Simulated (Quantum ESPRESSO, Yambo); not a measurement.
# LiBr (Fm-3m): G0W0 with Yambo, start to end, part 2 of 2

Wanted: ground state, empty states, screening and self-energy for LiBr (Fm-3m).

Quantum ESPRESSO 7.5 and Yambo 5.3.0; PBE and many-body steps on it, plane waves. Known limits of the many-body steps: not at the basis limit; coarse k mesh.

So far. Step 2 (Ground state): The gap is direct, at Γ. Step 3 (Bands along the symmetry lines): The gap is 4.761 eV, as in the run before at this level.

### 4. Empty states on the mesh, 4×4×4 mesh, 420 bands

Level of this step: DFT, PBE with spin-orbit coupling, plane waves, norm-conserving pseudopotentials (Quantum ESPRESSO).

The sums over transitions need many empty states on a uniform mesh; this step solves for them.

Input file pw.in:

```
&control
  calculation = 'nscf'
  prefix = 'x'
  outdir = 'o'
  pseudo_dir = 'pseudo'
/
&system
  ibrav = 0
  nat = 2
  ntyp = 2
  ecutwfc = 76.0
  nbnd = 420
  force_symmorphic = .true.
  noncolin = .true.
  lspinorb = .true.
/
&electrons
  conv_thr = 1e-9
  electron_maxstep = 80
  diago_full_acc = .true.
  diago_thr_init = 5e-6
/
ATOMIC_SPECIES
  Li 6.94 Li.upf
  Br 79.904 Br.upf
CELL_PARAMETERS angstrom
  0.0000000000 2.7506500000 2.7506500000
  2.7506500000 0.0000000000 2.7506500000
  2.7506500000 2.7506500000 0.0000000000
ATOMIC_POSITIONS crystal
  Li 0.0000000000 0.0000000000 0.0000000000
  Br 0.5000000000 0.5000000000 0.5000000000
K_POINTS automatic
  4 4 4 0 0 0
```

Launch:

```sh
$ OMP_NUM_THREADS=1 mpirun -n 4 pw.x -nk 4 -in pw.in > pw.out
```

The program printed:

```text
[banner, memory and clock lines left out]
Program PWSCF v.7.5 starts

     Atomic positions and unit cell read from directory:
     o/x.save/

     Message from routine setup:
     using ibrav=0 with symmetry is DISCOURAGED, use correct ibrav instead

     G-vector sticks info

     bravais-lattice index     =            0
     lattice parameter (alat)  =       7.3510  a.u.
     unit-cell volume          =     280.8876 (a.u.)^3
     number of atoms/cell      =            2
     number of atomic types    =            2
     number of electrons       =        20.00
     number of Kohn-Sham states=          420
     kinetic-energy cutoff     =      76.0000  Ry
     charge density cutoff     =     304.0000  Ry
     Exchange-correlation= PBE
                           (   1   4   3   4   0   0   0)
     Non magnetic calculation with spin-orbit

     celldm(1)=   7.351047  celldm(2)=   0.000000  celldm(3)=   0.000000
     celldm(4)=   0.000000  celldm(5)=   0.000000  celldm(6)=   0.000000

     crystal axes: (cart. coord. in units of alat)
               a(1) = (   0.000000   0.707107   0.707107 )
               a(2) = (   0.707107   0.000000   0.707107 )
               a(3) = (   0.707107   0.707107   0.000000 )

     reciprocal axes: (cart. coord. in units 2 pi/alat)
               b(1) = ( -0.707107  0.707107  0.707107 )
               b(2) = (  0.707107 -0.707107  0.707107 )
               b(3) = (  0.707107  0.707107 -0.707107 )
     Pseudo is Norm-conserving, Zval =  3.0
     Generated using ONCVPSP code by D. R. Hamann
     Using radial grid of 1944 points,  6 beta functions with:
     Pseudo is Norm-conserving + core correction, Zval = 17.0
     Generated using ONCVPSP code by D. R. Hamann
     Using radial grid of 1110 points, 10 beta functions with:
     Li                3.00     6.94000     Li( 1.00)
     Br               17.00    79.90400     Br( 1.00)

     48 Sym. Ops., with inversion, found

   Cartesian axes

     site n.     atom                  positions (alat units)
         1        Li     tau(   1) = (   0.0000000   0.0000000   0.0000000  )
         2        Br     tau(   2) = (   0.7071068   0.7071068   0.7071068  )

     number of k points=     8
                       cart. coord. in units 2pi/alat
        k(    1) = (   0.0000000   0.0000000   0.0000000), wk =   0.0156250
        k(    2) = (   0.1767767   0.1767767  -0.1767767), wk =   0.1250000
        k(    3) = (  -0.3535534  -0.3535534   0.3535534), wk =   0.0625000
[...]
k(    7) = (  -0.7071068   0.0000000   0.0000000), wk =   0.0468750
        k(    8) = (  -0.7071068   0.3535534   0.0000000), wk =   0.0937500

     Dense  grid:    25125 G-vectors     FFT dimensions: (  45,  45,  45)

     The potential is recalculated from file :
     o/x.save/charge-density

     Starting wfcs are   22 randomized atomic wfcs +  398 random wfcs

     Band Structure Calculation

     End of band structure calculation

          k = 0.0000 0.0000 0.0000 (  3143 PWs)   bands (ev):

   -55.7879 -55.7879 -55.7879 -55.7879 -54.7039 -54.7039 -54.7039 -54.7039
   -54.7022 -54.7022 -40.6616 -40.6616  -9.7380  -9.7380   3.3245   3.3245
     3.8688   3.8688   3.8688   3.8688   8.6300   8.6300  14.2055  14.2055
[...]
[... 41 further rows ...]
[...]
168.7072 168.7072 168.7072 168.7072

          k = 0.1768 0.1768-0.1768 (  3134 PWs)   bands (ev):

[...]
[... 41 further rows ...]
[...]
164.2303 164.2303 165.1991 165.1991

          k =-0.3536-0.3536 0.3536 (  3142 PWs)   bands (ev):

[...]
42.3434  42.3434  42.3435  42.3435  43.6098  43.6098  45.4637  45.4637
     [... 41 further rows ...]
   160.0059 160.0059 160.0286 160.0286 160.1123 160.1123 160.1144 160.1144
   160.3898 160.3898 160.5840 160.5840

          k = 0.3536 0.0000 0.0000 (  3122 PWs)   bands (ev):

     [... further k-points ...]

     highest occupied, lowest unoccupied level (ev):     3.8688    8.6300

     XML data file, pseudopotentials, collected wavefunctions
```

Run time: 92 s. Hardware: 4 MPI ranks of Arm Neoverse V1, shared host; peak memory 1.1 GiB.

This step gave:

| Quantity | Value |
| --- | --- |
| gap | 4.761 eV |
| k of the valence top | 0, 0, 0 |
| k of the conduction bottom | 0, 0, 0 |
| least direct gap | 4.761 eV |
| k points computed | 8 |
| lowest point of the top converged band, above the valence top | 156.7152 eV |

On this mesh the gap is 4.761 eV.

### 5. Conversion and set-up

This step: Yambo 5.3.0; conversion and set-up on PBE with spin-orbit coupling, plane waves, norm-conserving pseudopotentials.

The states are converted to the many-body program's format and the q mesh is built.

Launch:

```sh
$ (cd o/x.save; p2y > p2y.log; mv SAVE ../..); yambo > setup.log
```

The program printed:

```text
 Yambo, version 5.3.0

 [02] CORE Variables Setup
 =========================

  [02.01] Unit cells
  ==================

  Cell kind             :  FCC
  Atoms in the cell     :  Li  Br
  number of Li atoms    :  1
  number of Br atoms    :  1

  List of atomic masses
  Mass of Li    :  6.940000
  Mass of Br    :  79.90400

  List of atomic coordinates    : [cc]
  Li1       :  0.000000  0.000000  0.000000  order 1
  Br1       :  5.197975  5.197975  5.197975  order 2

  Alat factors          :  5.197975  5.197975  5.197975 [a.u.]
  Direct lattice volume :  280.8876 [a.u.]
  Direct lattice vectors:  A[ 1 ]  A[ 2 ]  A[ 3 ]
   A[ 1 ]:  0.000000  1.000000  1.000000  [iru]
   0.000000  5.197975  5.197975  [cc]
   A[ 2 ]:  1.000000  0.000000  1.000000  [iru]
   5.197975  0.000000  5.197975  [cc]
   A[ 3 ]:  1.000000  1.000000  0.000000  [iru]
   5.197975  5.197975  0.000000  [cc]

  Recip. lattice volume :  0.883094 [a.u.]
  Recip. lattice vectors:  B[ 1 ]  B[ 2 ]  B[ 3 ]
   B[ 1 ]: -0.500000  0.500000  0.500000  [iku]
  -0.604388  0.604388  0.604388  [cc]
   B[ 2 ]:  0.500000 -0.500000  0.500000  [iku]
   0.604388 -0.604388  0.604388  [cc]
   B[ 3 ]:  0.500000  0.500000 -0.500000  [iku]
   0.604388  0.604388 -0.604388  [cc]

  [02.02] Symmetries
  ==================

  Inversion symmetry    : yes
  Spatial inversion     : yes
  Inversion index       :  25
  K-space Time-reversal : no
  Magnetic symmetries   : no
  Group table correct   : yes
  Symmetries units      :  [cc]

   [S  1]:   1.0000     -0.65936E-17 -0.65936E-17 -0.65936E-17   1.0000      0.65936E-17  0.65936E-17  0.65936E-17   1.0000
   [S  2]:  -1.0000      0.65936E-17 -0.65936E-17  0.65936E-17  -1.0000      0.65936E-17 -0.65936E-17 -0.65936E-17   1.0000
   [S  3]:  -1.0000     -0.65936E-17  0.65936E-17  0.65936E-17   1.0000     -0.65936E-17 -0.65936E-17  0.65936E-17  -1.0000
[...]
[... 36 further rows ...]
   [S 47]: -0.65936E-17   1.0000      0.65936E-17  0.65936E-17 -0.65936E-17  -1.0000       1.0000      0.65936E-17 -0.65936E-17
   [S 48]: -0.65936E-17  -1.0000     -0.65936E-17  0.65936E-17  0.65936E-17   1.0000       1.0000     -0.65936E-17  0.65936E-17

  [02.03] Reciprocal space
  ========================

  nG shells         :  280
  nG charge         :  25125
  nG WFs            :   3817
  nC WFs            :  3156
  G-vecs. in first 28 shells:  [ Number ]
     1    9   15   27   51   59   65   89  113
    137   169   181   229   259   283   307   331   339
    387   411   459   531   537   561   609   645   701
    725
  ...
  Shell energy in first 28 shells:  [ mHa ]
    0.00000      547.927      730.569      1461.14      2009.07      2191.71      2922.28      3470.20      3652.85
    4383.42      4931.34      5844.55      6392.48      6575.12      7305.69      7853.62      8036.26      8766.83
[...]
K/Q-points units:
  rlu = crystal or reduced units; cc = cartesian coordinates; iku = interal k-units

  K [1]          [rlu]:  0.000000  0.000000  0.000000
         WF components:  3143
  K [2]          [rlu]: -0.97745E-17 -0.97745E-17  0.25000
         WF components:  3134
  K [3]          [rlu]:  0.19549E-16  0.19549E-16 -0.50000
         WF components:  3142
  K [4]          [rlu]:  0.12908E-17  0.25000      0.25000
         WF components:  3122
  K [5]          [rlu]:  0.19736E-16  0.25000     -0.50000
         WF components:  3140
  [... 2 further k-points ...]
  K [8]          [rlu]:  0.250000 -0.500000 -0.250000
         WF components:  3156

  [02.05] Energies & Occupations
  ==============================

  [X] === General ===
  [X] Electronic Temperature                        :  0.000000  0.000000 [eV K]
  [X] Bosonic    Temperature                        :  0.000000  0.000000 [eV K]
  [X] Finite Temperature mode                       : no
  [X] El. density                                   :  0.48050E+24 [cm-3]
  [X] Fermi Level                                   :  3.868825 [eV]

  [X] === Gaps and Widths ===
  [X] Conduction Band Min                           :  4.761195 [eV]
  [X] Valence Band Max                              :  0.000000 [eV]
  [X] Filled Bands                                  :  20
  [X] Empty Bands                                   :    21   420
  [X] Direct Gap                                    :  4.761195 [eV]
  [X] Direct Gap localized at k                     :  1
  [X] Indirect Gap                                  :  4.761195 [eV]
  [X] Indirect Gap between kpts                     :  1  1
  [X] Last valence band width                       :  1.288414 [eV]
  [X] 1st conduction band width                     :  3.071307 [eV]

  E @ K [1]:  [eV]
  -59.65675 -59.65675 -59.65675 -59.65675 -58.57268 -58.57268 -58.57268 -58.57268
  -58.57101 -58.57101 -44.53041 -44.53041 -13.60679 -13.60679  -0.54436  -0.54436
  -0.41955E-11 -0.34395E-11 -0.89499E-12   0.0000       4.7612       4.7612       10.337       10.337
[...]
occ @ K [1]
[...]
E @ K [2]:  [eV]
[...]
occ @ K [2]
[...]
E @ K [3]:  [eV]
[...]
occ @ K [3]
[...]
E @ K [4]:  [eV]
[...]
occ @ K [4]
[...]
E @ K [5]:  [eV]
[...]
occ @ K [5]
[...]
[... 2 further k-points ...]
  E @ K [8]:  [eV]
[...]
occ @ K [8]
[...]
0.000000  0.000000  0.000000  0.000000  0.000000  0.000000  0.000000  0.000000
   0.000000  0.000000  0.000000  0.000000  0.000000  0.000000  0.000000  0.000000

 [03] Transferred momenta grid and indexing
 ==========================================

 IBZ Q-points                                      :   8
 BZ  Q-points                                      :   64

 K/Q-points units:
 rlu = crystal or reduced units; cc = cartesian coordinates; iku = interal k-units

 Q [1]          [rlu]:  0.000000  0.000000  0.000000
 Q [2]          [rlu]: -0.97745E-17 -0.97745E-17  0.25000
 Q [3]          [rlu]:  0.19549E-16  0.19549E-16 -0.50000
[...]
Q [7]          [rlu]: -0.25816E-17 -0.50000     -0.50000
 Q [8]          [rlu]:  0.250000 -0.500000 -0.250000

  [03.01] X indexes
  =================

   [03.01.01] Sigma indexes
   ========================

 [06] Game Over & Game summary
```

It took 2.8 s on 1 MPI rank; peak memory 0.24 GiB.

### 6. Screening and self-energy, 4×4×4 mesh, 420 bands, screening to 231.3 eV

Now the one-shot GW correction: screening in the RPA, then the self-energy of the levels asked for.

This step: G0W0 on PBE with spin-orbit coupling, plane waves, norm-conserving pseudopotentials.

Input file gw4.in:

```
HF_and_locXC
gw0
dyson
ppa
em1d
rim_cut
RandQpts= 1000000
RandGvec= 1 RL
EXXRLvcs= 76 Ry
VXCRLvcs= 304 Ry
Chimod= "HARTREE"
% BndsRnXp
 1 | 420 |
%
NGsBlkXp= 17 Ry
% LongDrXp
 1 | 1 | 1 |
%
% GbndRnge
 1 | 420 |
%
DysSolver= "n"
ExtendOut
PPAPntXp= 27.21138 eV
% QPkrange
 1 | 1 | 17 | 24 |
%
```

Launch:

```sh
$ OMP_NUM_THREADS=2 mpirun -n 2 yambo -F gw4.in -J gw4 -C gw4 > gw4.log
```

The program printed:

```text
 Yambo, version 5.3.0

 [02] CORE Variables Setup
 =========================

  [... cell, symmetries and grids as in the set-up ...]

  [02.05] Energies & Occupations
  ==============================

  [X] === General ===
  [X] Electronic Temperature                        :  0.000000  0.000000 [eV K]
  [X] Bosonic    Temperature                        :  0.000000  0.000000 [eV K]
  [X] Finite Temperature mode                       : no
  [X] El. density                                   :  0.48050E+24 [cm-3]
  [X] Fermi Level                                   :  3.868825 [eV]

  [X] === Gaps and Widths ===
  [X] Conduction Band Min                           :  4.761195 [eV]
  [X] Valence Band Max                              :  0.000000 [eV]
  [X] Filled Bands                                  :  20
  [X] Empty Bands                                   :    21   420
  [X] Direct Gap                                    :  4.761195 [eV]
  [X] Direct Gap localized at k                     :  1
  [X] Indirect Gap                                  :  4.761195 [eV]
  [X] Indirect Gap between kpts                     :  1  1
  [X] Last valence band width                       :  1.288414 [eV]
  [X] 1st conduction band width                     :  3.071307 [eV]

 [03] Transferred momenta grid and indexing
 ==========================================

 IBZ Q-points                                      :   8
 BZ  Q-points                                      :   64

 K/Q-points units:
 rlu = crystal or reduced units; cc = cartesian coordinates; iku = interal k-units

 Q [1]          [rlu]:  0.000000  0.000000  0.000000
 Q [2]          [rlu]: -0.97745E-17 -0.97745E-17  0.25000
 Q [3]          [rlu]:  0.19549E-16  0.19549E-16 -0.50000
 Q [4]          [rlu]:  0.12908E-17  0.25000      0.25000
 Q [5]          [rlu]:  0.21767E-16  0.25000      0.50000
 Q [6]          [rlu]:  0.19549E-16  0.25000     -0.25000
 Q [7]          [rlu]: -0.25816E-17 -0.50000     -0.50000
 Q [8]          [rlu]:  0.250000 -0.500000 -0.250000

 [04] Coloumb potential Random Integration (RIM)
 ===============================================

  [04.01] RIM initialization
  ==========================

  * Diagonal components only detected *

  8 x (sBL volume)        :  0.110387 [a.u.]
  sBZ random points       :  1000000
  Points outside the sBZ  :   7968281
  RL volume               :  0.883094 [a.u.]
  Integrated volume       :  0.886609 [a.u.]

  [04.02] RIM integrals
  =====================

  Gamma point sphere radius             :  0.087014 [a.u.]
  Points outside the sphere             :   800476
  [Int_sBZ(q=0) 1/q^2]*(Vol_sBZ)^(-1/3) =:  7.776341
                                 should be <:  7.795600

  Summary of Coulomb integrals for non-metallic bands |Q|[au] RIM/Bare

  Q [1] 0.100000E-4 0.997530 * Q [2] 0.261708 1.068455
  Q [4] 0.302194 1.066792 * Q [6] 0.427367 1.029758
  Q [5] 0.501132 1.022667 * Q [3] 0.523415 1.020719
  Q [7] 0.604388 1.017590 * Q [8] 0.675726 1.014588

 [05] Dipoles
 ============

  [05.01] Setup: observables and procedures
  =========================================

 [06] Dynamic Dielectric Matrix (PPA)
 ====================================

 [WR./gw4//ndb.pp]---------------------------------------------------------------
  Brillouin Zone Q/K grids (IBZ/BZ)                :    8   64    8   64
  RL vectors                                       :   3839 [WF]
  Coulomb cutoff potential                         : none
  Electronic Temperature                           :  0.000000 [K]
  Bosonic    Temperature                           :  0.000000 [K]
  PPA    diel. fun.  energies                      : Perdew, Burke & Ernzerhof(X)+Perdew, Burke & Ernzerhof(C)
  wavefunctions                                    : Perdew, Burke & Ernzerhof(X)+Perdew, Burke & Ernzerhof(C)
  Global Gauge                                     : length
  X matrix size                                    :   339
  X band range                                     :     1   420
  X e/h energy range                               : -1.000000 -1.000000 [eV]
  X Time ordering                                  : R
  X Hxc Kernel                                     : HARTREE
  X Drude frequency                                :  0.000000  0.000000
  X poles                                          :  100.0000 [o/o]
  RL vectors in the sum                            :   3839
  [r,Vnl] included                                 : yes
  Field direction                                  :  0.577350E-5  0.577350E-5  0.577350E-5
  BZ energy Double Grid                            : no
  BZ energy DbGd points                            : 0
  BZ Q point size factor                           : -1.000000
  X Optical Averaged directions                    : none

 [07] Local Exchange-Correlation + Non-Local Fock
 ================================================

 [VXC] Plane waves :  25125
 [EXS] Plane waves :   3215

 QP @ state[ 1 ] K range:  1  1
 QP @ state[ 1 ] b range:  17  24

 [xc] Functional : Perdew, Burke & Ernzerhof(X)+Perdew, Burke & Ernzerhof(C)
 [xc] LIBXC used to calculate xc functional
  PP Number of Atomic Species                      :  2
  NLCC RL compoments                               :  25125
  PP Number of Atomic Species                      :  2
  NLCC RL compoments                               :  25125

 [xc] E_xc :  -14.20280 [Ha]
      E_xc :  -28.40560 [Ry]

  Local XC kind (lXC) : Perdew, Burke & Ernzerhof(X)+Perdew, Burke & Ernzerhof(C)
  Non-Local XC kind (nlXC) : Hartree-Fock

  Corrections @ K [1] :  [eV]
 <17|nlXC|17> = -19.84237  0.61294E-17 <17|lXC|17> = -14.87331  0.14194E-09
 <18|nlXC|18> = -19.84247  0.63835E-17 <18|lXC|18> = -14.87331 -0.53754E-10
 <19|nlXC|19> = -19.84245 -0.92634E-17 <19|lXC|19> = -14.87331 -0.58169E-09
 <20|nlXC|20> = -19.84235  0.79765E-17 <20|lXC|20> = -14.87331 -0.44673E-09
 <21|nlXC|21> = -5.961391  0.34416E-18 <21|lXC|21> = -9.801352 -0.102159E-8
 <22|nlXC|22> = -5.961391  0.23787E-17 <22|lXC|22> = -9.801352  0.46720E-10
 <23|nlXC|23> = -3.735325  0.80284E-18 <23|lXC|23> = -8.713104 -0.20869E-10
 <24|nlXC|24> = -3.735483  0.97560E-19 <24|lXC|24> = -8.713104 -0.20955E-09

 [08] Dyson equation: Newton solver
 ==================================

  [08.01] G0W0 (W PPA)
  ====================

  [  GW  ] Bands range     :     1   420
  [GW/PPA] G damping       :  0.100000 [eV]

  QP @ state[ 1 ] K range:  1  1
  QP @ state[ 1 ] b range:  17  24

   Sc/G bands                                       :     1   420
   Sc/G damping                                     :  0.100000 ev
   Sc bands terminator                              : no
   Sx RL components                                 :   3215

   QP @ state[ 1 ] K range                          :  1  1
   QP @ state[ 1 ] b range                          :  17  24
   GF energies kind                                 : Perdew, Burke & Ernzerhof(X)+Perdew, Burke & Ernzerhof(C)
   GF WF`s kind                                     : Perdew, Burke & Ernzerhof(X)+Perdew, Burke & Ernzerhof(C)
   Xs energies kind                                 : Perdew, Burke & Ernzerhof(X)+Perdew, Burke & Ernzerhof(C)
   Xs WF`s kind                                     : Perdew, Burke & Ernzerhof(X)+Perdew, Burke & Ernzerhof(C)

 [11] Game Over & Game summary
```

It took 12 min on 2 MPI ranks; peak memory 1.6 GiB; 40 min of CPU time.

Numbers from this step:

```
G0W0 gap on the points computed              : 7.704 eV
starting gap on the mesh                     : 4.761 eV
k of the valence top                         : 0, 0, 0
k of the conduction bottom                   : 0, 0, 0
least direct G0W0 gap on the computed points : 7.704 eV
Z at the valence top                         : 0.8194
Z at the conduction bottom                   : 0.8479
```

The gap on the mesh goes from 4.76 eV to 7.70 eV, a correction of +2.94 eV.

Limits: finite bands, cutoff and mesh; coarse k mesh. v1 is the top filled band, c1 the lowest empty one. The levels before and after the correction (eV, zero at the valence-band top of each column):

|  | conduction bottom | valence top |
| --- | --- | --- |
| Kohn-Sham | 4.76 | 0.00 |
| G0W0 | 7.70 | 0.00 |

|  | level | energy (eV) |
| --- | --- | --- |
| Kohn-Sham | Γ v4-v1 | 0.000 |
| Kohn-Sham | Γ c1-c2 | 4.761 |
| Kohn-Sham | Γ c3-c4 | 10.337 |
| G0W0 | Γ v4-v1 | 0.000 |
| G0W0 | Γ c1-c2 | 7.704 |
| G0W0 | Γ c3-c4 | 13.893 |

### 7. Where the time went

Times are wall times on the hardware named with each run, good to a factor of about two.

| step | time | share | memory (GiB) |
| --- | --- | --- | --- |
| ground state | 18 s | 2 % | 0.41 |
| bands along the symmetry lines | 17 s | 2 % | 0.3 |
| empty states on the mesh | 92 s | 11 % | 1.1 |
| conversion and set-up | 2.8 s | 0 % | 0.24 |
| screening and self-energy | 12 min | 85 % | 1.6 |

### 8. What came out

- PBE gap: 4.76 eV, direct
- G0W0 gap on the mesh: 7.70 eV
- GW settings: 4×4×4 mesh, 420 bands, screening to 231.3 eV, Godby-Needs plasmon pole
- known limits: not at the basis limit; coarse k mesh

**Reading.** G0W0 moves the gap on the mesh from 4.76 eV to 7.70 eV (+2.94 eV), with Z of 0.82 and 0.85 at the edges. Only 1 of the mesh's irreducible points was corrected, so a valley elsewhere could overtake. The dearest step here is «screening and self-energy». Bands and cutoff are finite, so the gap is not at the basis limit. The miss can reach some tenths of an eV and take either sign; the mesh is an error of its own. In the G0W0 run levels were corrected at 1 k point alone, so a gap called «on the mesh» is the least over those, and an edge elsewhere would be missed. The 4×4×4 mesh is coarse for this cell, which bears on the long-range parts of exchange and screening.

[Paths, hosts, dates, memory and timing lines, banners, echoed tables and standing remarks are left out of the program output.]

[Logs are printed without paths, hosts, clocks, repeated set-up lines and the standing remarks that a program may print on its own settings, such as how far it seeks lower states.]

[Runs of the session that timed out or met a known fault of the program may be left out.]

[Hosts, paths, dates, database ids (printed as entryN), source tags and the programs' standing remarks are cut or masked in the printed files.]
